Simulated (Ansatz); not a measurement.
## Equation of state of Co

```xyz
1
Lattice="0.0000 1.7957 1.7957 1.7957 0.0000 1.7957 1.7957 1.7957 0.0000" Properties=species:S:1:pos:R:3 pbc="T T T"
Co    0.0000    0.0000    0.0000
```

The geometry is COD entry 9012936, unchecked; take it as a test cell. It was measured hot, at 1300 K.

Methods: DFT, PBE, all-electron LAPW, scalar-relativistic (Ansatz 0.2.0); DFT, PBE, PAW with Ansatz's default frozen-core files, scalar-relativistic (Ansatz 0.2.0).

For LAPW: a Γ-centred 16×16×16 k mesh, Fermi–Dirac smearing of 0.08 eV, basis error target 1 meV/atom, spin-polarised from start moments Co 2 μB. PAW takes a cutoff of 420 eV at this cell. The Ansatz runs share mesh, smearing and spin set-up. Plane-wave (PAW) pressures include the program's estimate of the Pulay term.

The cell above is scaled evenly, with fractional coordinates and shape held.

| V/V(cell) | V (Å³/atom) | P, LAPW (GPa) | P, PAW (GPa) | moment, LAPW (μB) | free energy over the lowest listed, PAW (meV/atom) |
| --- | --- | --- | --- | --- | --- |
| 0.9405 | 10.892 | 0.18 | 0.24 | 1.63 | 0.0 |
| 0.9800 | 11.349 | ? | ? | ? | ? |
| 1.0000 | 11.581 | -10.54 | -10.51 | 1.71 | 23.5 |
| 1.0200 | 11.812 | -13.41 | -13.39 | 1.73 | 40.8 |
| 1.0600 | 12.275 | -18.33 | -18.32 | 1.75 | 86.9 |

Task: Fill in the row V/V(cell) = 0.9800.

Result: P, LAPW (GPa) = -7.34, P, PAW (GPa) = -7.31, moment, LAPW (μB) = 1.68, free energy over the lowest listed, PAW (meV/atom) = 10.6.

Task: What do Birch–Murnaghan fits to the pressures give?

Result: LAPW: V0 = 10.90 Å³/atom, B0 = 198 GPa, B0′ = 4.2; PAW: V0 = 10.90 Å³/atom, B0 = 199 GPa, B0′ = 4.2.

PAW's V0 lies 0.03 % from the all-electron value and its B0 0.2 %. Symmetry fixes shape and coordinates here, so this is the relaxed modulus.
